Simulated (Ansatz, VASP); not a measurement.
**MnS in VASP and in Ansatz**

Contents of INCAR:

```
SYSTEM = MnS
  ALGO = Normal
  EDIFF = 1E-6
  ENCUT = 520
  GGA = PE
  ISIF = 2
  ISMEAR = -1
  ISPIN = 2
  LASPH = .True.
  LCHARG = .False.
  LMAXMIX = 4
  LORBIT = 11
  LREAL = .False.
  LWAVE = .False.
  MAGMOM = 4.5 4.5 0 0
  NBANDS = 31
  NELM = 150
  PREC = Accurate
  SIGMA = 0.05
```

Contents of KPOINTS:

```
k-points
0
Gamma
  3 6 6
  0 0 0
```

POSCAR

```
MnS
1.0
    0.0000000000      5.2245000000      5.2245000000
    2.6122500000      0.0000000000      2.6122500000
    2.6122500000      2.6122500000      0.0000000000
Mn S
2 2
Direct
    0.0000000000      0.0000000000      0.0000000000
    0.5000000000      0.0000000000      0.0000000000
    0.2500000000      0.5000000000      0.5000000000
    0.7500000000      0.5000000000      0.5000000000
```

Input for Ansatz:

```yaml
crystal:
  lattice:
    - [0.0, 5.2245, 5.2245]
    - [2.61225, 0.0, 2.61225]
    - [2.61225, 2.61225, 0.0]
  atoms:
    - { symbol: Mn, position: [0.0, 0.0, 0.0], spin: 4.5 }
    - { symbol: Mn, position: [0.5, 0.0, 0.0], spin: 4.5 }
    - { symbol: S, position: [0.25, 0.5, 0.5] }
    - { symbol: S, position: [0.75, 0.5, 0.5] }
magnetization:
  spin_polarized: true
hamiltonian:
  xc: pbe
  pseudopotentials: { kind: paw }
basis:
  ecutwfc: 420
kpoints:
  mp_grid: { grid: [3, 6, 6] }
scf:
  occupations: { method: fermi_dirac, width: 0.05 }
  lower_state_search: "off"
output:
  forces: true
  stress: true
```

Alike in both runs: task single point; functional PBE; k mesh 3 × 6 × 6; occupations fermi-dirac, width 0.05 eV; collinear spin.

|  | VASP | Ansatz |
| --- | --- | --- |
| version | VASP 6.6.1 | Ansatz 0.2.0 |
| potentials or method | VASP PAW PBE potentials, release 64 (Mn_pv, S) | PAW, plane waves, scalar-relativistic |
| plane-wave cutoff (eV) | 520 | 420 |
| valence electrons in the cell | 38 | 42 |

```csv
,VASP,Ansatz,Ansatz less VASP
pressure (GPa),-4.1,-4.1,+0.01
net moment per atom (μB),2.34,2.34,0.000
size of the moment on the site where the two differ most (μB),4.24,4.20,-0.042
```

Site moments also hang on the region over which each program counts them. With one functional, cell and mesh, what is left measures potentials, basis and numerics. The two sets of potentials don't hold the same shells in valence.
